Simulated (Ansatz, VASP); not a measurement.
One calculation of BAs, two programs

POSCAR

```
BAs
1.0
    2.9251576732      0.0000000000      0.0000000000
    0.0000000000      2.9251576732      0.0000000000
    0.0000000000      0.0000000000      2.9251576732
B As
1 1
Direct
    0.0000000000      0.0000000000      0.0000000000
    0.5000000000      0.5000000000      0.5000000000
```

INCAR.step1

```
PREC = Accurate ; ENCUT = 520
ISMEAR = -1 ; SIGMA = 0.02
LREAL = False ; LASPH = True
NELM = 100 ; NBANDS = 11
GGA = PE ; ALGO = Normal
EDIFF = 1E-4 ; LWAVE = True
LCHARG = False
```

Contents of INCAR.step2:

```
PREC = Accurate ; ENCUT = 520
EDIFF = 1E-6 ; ISMEAR = -1
SIGMA = 0.02 ; LREAL = False
LASPH = True ; NELM = 100
ALGO = Normal ; ISIF = 2
LWAVE = False ; LCHARG = False
METAGGA = R2SCAN ; LMIXTAU = True
NBANDS = 11 ; ISTART = 1
```

File KPOINTS:

```
Automatic mesh
0
Gamma
  6 6 6
```

Input for Ansatz:

```yaml
crystal:
  lattice:
    - [2.9251576732, 0.0, 0.0]
    - [0.0, 2.9251576732, 0.0]
    - [0.0, 0.0, 2.9251576732]
  atoms:
    - { symbol: B, position: [0.0, 0.0, 0.0] }
    - { symbol: As, position: [0.5, 0.5, 0.5] }
kpoints:
  mp_grid: { grid: [6, 6, 6] }
hamiltonian:
  xc: r2scan
scf:
  occupations: { method: fermi_dirac, width: 0.02 }
  n_extra_bands: 4
output:
  forces: true
  stress: true
  eigenvalues: true
```

The cell was built by a generator and needn't be a form met in nature.

Alike in both runs: task single point; functional r2SCAN; k mesh 6 × 6 × 6; occupations fermi-dirac, width 0.02 eV; no spin polarisation.

|  | VASP | Ansatz |
| --- | --- | --- |
| version | VASP 6.6.1 | Ansatz 0.2.0 |
| potentials or method | VASP PAW PBE potentials, release 64 (B, As) | plane waves, PAW |
| plane-wave cutoff (eV) | 520 | 500 |
| valence electrons in the cell | 8 | 18 |

```tsv
	VASP	Ansatz	Ansatz less VASP
pressure (GPa)	2.0	2.0	-0.04
```

The two sets of potentials don't hold the same shells in valence.

Caveats: the PAW data sets were made with another functional, which shifts forces and pressure a little (VASP).
